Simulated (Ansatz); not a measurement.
# BN in Ansatz: the effect of functional

The system is BN.

```xyz
2
Lattice="1.2427 0.7175 3.3503 -1.2427 0.7175 3.3503 0.0000 -1.4350 3.3503" Properties=species:S:1:pos:R:3 pbc="T T T"
N     0.0000    0.0000    6.7063
B     0.0000    0.0000    0.0033
```

The cell is a database's computed one.

The cell isn't the ideal one: volume scaled by 0.98.

Alike in all runs:

* Program: Ansatz 0.2.0
* Task: single point
* Potentials or basis: Ansatz PAW
* k mesh: 12 × 12 × 12
* Occupations: fermi-dirac, width 0.05 eV
* Spin: no spin polarisation

```csv
functional,cutoff,gap on the mesh (eV),pressure (GPa)
LDA,420 eV (not typed: the program's choice for these potentials),?,?
PBEsol,420 eV (not typed: the program's choice for these potentials),4.21,5.8
r2SCAN,500 eV (not typed: the program's choice for these potentials),4.83,4.8
```

Problem. What does the run with functional LDA give?

Solution. gap on the mesh 4.13 eV; pressure 0.6 GPa.

Caveats: the PAW data sets come from PBE, with cores solved anew for the run's functional, which leaves a small shift of forces and pressure.

A k mesh can miss the band edges.
